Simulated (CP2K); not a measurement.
Runs of CP2K 2026.2 on Bi. Symmetry: Im-3m, No. 229, cubic system. The conventional cell has a = 3.963 Å, b = 3.963 Å, c = 3.963 Å, α = 90.00°, β = 90.00°, γ = 90.00°. Around Bi (site symmetry m-3m) lie 8 Bi at 3.43 Å. This isn't the form of Bi at room conditions, which is rhombohedral.

```csv
level,cutoff radius of the dispersion sum (A),cutoff of the non-local correlation (Ry),gap on the mesh (eV),pressure (GPa)
PBEsol,-,-,none,(a)
PBEsol+D4,20,-,none,(b)
PBEsol+D3(BJ)+ATM,20,-,none,-2.3
PBEsol+rVV10,-,300,none,0.3
PBEsol+D3,20,-,none,-0.7
PBEsol+D3(BJ),20,-,none,-2.4
```

Alike in all rows: task single point; potentials or basis POTENTIAL_UZH Bi GTH-PBE-q5; TZVP-MOLOPT-PBE-GTH basis; no spin polarisation; cell as given; k mesh 9 × 9 × 9; smearing fermi-dirac 0.05 eV.

Task: Fill in the values left out.

Result: (a) 0.4; (b) -1.2.

Caveats: the potentials were made for another functional, which shifts forces and pressure; spin-orbit coupling is left out, which moves the levels of the heavy elements; the basis of atomic orbitals isn't converged, which shifts pressures, moduli and gaps; pairwise dispersion overbinds metals, which lowers pressure and volume (some runs).

A k mesh can miss the band edges, and the runs leave out spin-orbit coupling on Bi.

A gap of «none» marks a metal or a gap under the smearing width.
